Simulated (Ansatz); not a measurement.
Wires are cut from relaxed bulk Ta (Im-3m, 18.28 Å³/atom, gap on the mesh 0.00 eV); atoms and period are relaxed, and energies count from that bulk.

Method: DFT PBE, scalar-relativistic, plane waves, PAW in Ansatz 0.2.0.

Cutoff 420 eV, Gaussian smearing of 0.05 eV, energies at zero smearing, symmetry of each start kept, no spin polarisation.

```json
{"start": "[110] wire, 6 host atoms a period", "atoms": "6", "k mesh": "1×1×12", "excess energy (eV per host atom)": "2.111", "line energy (eV/Å)": "3.032", "period (Å)": "4.178", "gap on the mesh (eV)": "0"}
{"start": "[110] wire, 7 host atoms a period", "atoms": "7", "k mesh": "1×1×12", "excess energy (eV per host atom)": "2.060", "line energy (eV/Å)": "3.305", "period (Å)": "4.364", "gap on the mesh (eV)": "0"}
```

Spin-orbit coupling is left out, which matters for the bands of heavy elements.

Each run keeps its start's symmetry and one magnetic start, so lower states can exist.

Cost: 2 runs of about 28 core-minutes in all, on Intel Xeon Processor @ 2.50GHz (Skylake/Cascade Lake) (shared hosts).